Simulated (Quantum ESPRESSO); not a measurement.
Crystal: ZrO2.

```
CELL_PARAMETERS angstrom
0.00000 2.54507 2.54507
2.54507 0.00000 2.54507
2.54507 2.54507 0.00000
ATOMIC_POSITIONS crystal
Zr 0.00000 0.00000 0.00000
O 0.75000 0.75000 0.75000
O 0.25000 0.25000 0.25000
```

Measurements of this composition are mostly on another form, of space group No. 14.

Base run:

| Property | Result |
| --- | --- |
| Program | Quantum ESPRESSO 7.5 |
| Functional | PBE |
| Potentials or basis | SSSP 1.3 efficiency PBE |
| Cutoff | 748 eV |
| Density cutoff | 5987 eV |
| k mesh | 9 × 9 × 9 |
| Occupations | fermi-dirac, width 0.05 eV |
| Spin | no spin polarisation |
| Hubbard terms | Zr d U = 2 eV |

Its results: band gap on the k mesh 3.89 eV, indirect (least direct gap 4.29 eV); pressure 5.7 GPa.

**Question.** The run is repeated on the same cell with these changes: hubbard terms from Zr d U = 2 eV to Zr d U = 5 eV. What comes out?

**Answer.** Band gap on the k mesh 4.70 eV, indirect (least direct gap 4.87 eV); pressure 9.8 GPa.

Caveats: an odd mesh through Γ misses points on the zone boundary, where band edges often lie.
